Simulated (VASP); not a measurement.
## A VASP 6.6.1 single-point calculation on BP

INCAR

```
EDIFF = 1E-7
ALGO = Normal
SIGMA = 0.01
LASPH = .TRUE.
ISYM = 1
IBRION = -1
METAGGA = R2SCAN
PREC = Accurate
LCHARG = .FALSE.
NBANDS = 11
ISIF = 2
NELECT = 8.1
NSW = 0
ISMEAR = 0
ENCUT = 520
LWAVE = .FALSE.
LREAL = .FALSE.
NELM = 67
```

KPOINTS

```
KPOINTS created by Atomic Simulation Environment
0
Gamma
10 10 10
0 0 0
```

POSCAR

```
B  P
 1.0000000000000000
     0.0000000000000000    2.2002661989000001    2.2002661989000001
     2.2002661989000001    0.0000000000000000    2.2002661989000001
     2.2002661989000001    2.2002661989000001    0.0000000000000000
 B   P
   1   1
Cartesian
  0.0000000000000000  0.0000000000000000  0.0000000000000000
  1.1001330994499998  1.1001330994499998  1.1001330994499998
```

The recommended PBE PAW datasets give the neutral cell 8 valence electrons.

Command

```
mpirun -np 1 vasp_std
```

Task: Predict the outcome of this run.

Result: It converged. Results: pressure 26.2 GPa.

OSZICAR

```
N       E                     dE             d eps       ncg     rms          rms(c)
DAV:   1     0.627134846700E+01    0.62713E+01   -0.41867E+03  1042   0.685E+02
DAV:   2    -0.176986397752E+02   -0.23970E+02   -0.22732E+02  1345   0.117E+02
DAV:   3    -0.182826787118E+02   -0.58404E+00   -0.58195E+00  1326   0.161E+01
DAV:   4    -0.182845789120E+02   -0.19002E-02   -0.19000E-02  1184   0.105E+00
DAV:   5    -0.182845873803E+02   -0.84683E-05   -0.84689E-05  1281   0.702E-02    0.908E+00
DAV:   6    -0.162657939029E+02    0.20188E+01   -0.12627E+00  1202   0.625E+00    0.543E+00
DAV:   7    -0.161962092059E+02    0.69585E-01   -0.28876E-01  1246   0.295E+00    0.159E+00
DAV:   8    -0.161928190973E+02    0.33901E-02   -0.17691E-02  1251   0.102E+00    0.198E-01
DAV:   9    -0.161930548167E+02   -0.23572E-03   -0.10405E-03  1240   0.218E-01    0.817E-02
DAV:  10    -0.161931184802E+02   -0.63664E-04   -0.89719E-05  1144   0.691E-02    0.245E-02
DAV:  11    -0.161931168146E+02    0.16656E-05   -0.10233E-05  1237   0.190E-02    0.132E-02
DAV:  12    -0.161931174108E+02   -0.59621E-06   -0.53872E-07  1235   0.549E-03    0.228E-03
DAV:  13    -0.161931175838E+02   -0.17295E-06   -0.17378E-07   662   0.226E-03    0.137E-03
DAV:  14    -0.161931175623E+02    0.21473E-07   -0.75859E-09   607   0.716E-04
   1 F= -.16193118E+02 E0= -.16193056E+02  d E =-.123410E-03
```

The cell is charged and sits in a uniform background.

For comparison, a separate r²SCAN run of the intended cell, on usual settings and not on those above, gives a gap of 1.32 eV on its mesh and a pressure of 17.7 GPa.
